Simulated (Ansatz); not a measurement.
Computed with DFT PBE, scalar-relativistic, plane waves, PAW in Ansatz 0.2.0. Settings: cutoff 420 eV, Γ-centred meshes spaced at most about 0.3 Å⁻¹, and about 0.25 Å⁻¹ or finer for metals (2π included), Gaussian smearing. No spin polarisation.

Temperature and zero-point effects are left out.

**Question.** Order these relaxed structures of La3B2 by energy, lowest first, with the energy over the lowest of them.
1. Space group Pm-3m (No. 221), cubic, a = 5.153 Å. Around La lie 2 B at 2.58 Å, 4 B at 3.64 Å and 8 La at 3.64 Å; B on its first site is surrounded by 6 La at 2.58 Å; B on its second site is surrounded by 12 La at 3.64 Å.
2. Space group P-3m1 (No. 164), trigonal, a = 4.936 Å, c = 5.559 Å. La on a site of symmetry -3m has 6 B at 3.06 Å and 6 La at 3.31 Å; La on a site of symmetry 3m has 5 B at 2.75–2.90 Å, 3 La at 3.31 Å and 3 La at 3.60 Å; B is surrounded by 8 La at 2.75–3.06 Å.
3. Space group R32 (No. 155), trigonal, a = 6.696 Å, c = 10.182 Å. La is surrounded by 4 B at 2.75–2.82 Å; B has 6 La at 2.75–2.82 Å.

**Answer.** 2 (0 meV/atom), 3 (110 meV/atom), 1 (400 meV/atom). Counting B atoms around La (those within 1.25 times the shortest such distance or 1.15 times the sum of covalent radii; a slash parts the counts of unlike sites): cell 2 has La 5/6; cell 3 has La 4; cell 1 has La 2. Origin: cell 1 and cell 3, invented; cell 2, invented, then shaken at random and relaxed again. Shaken at random and relaxed again, cell 3 falls into cell 2, 110 meV/atom lower, so it is a saddle point or a shallow minimum. Even the lowest of the cells shown lies +0.24 eV/atom against the elements.

Cells without such a test can be saddle points. Some types were kept out of the candidates beforehand, so the set may lack a known form.
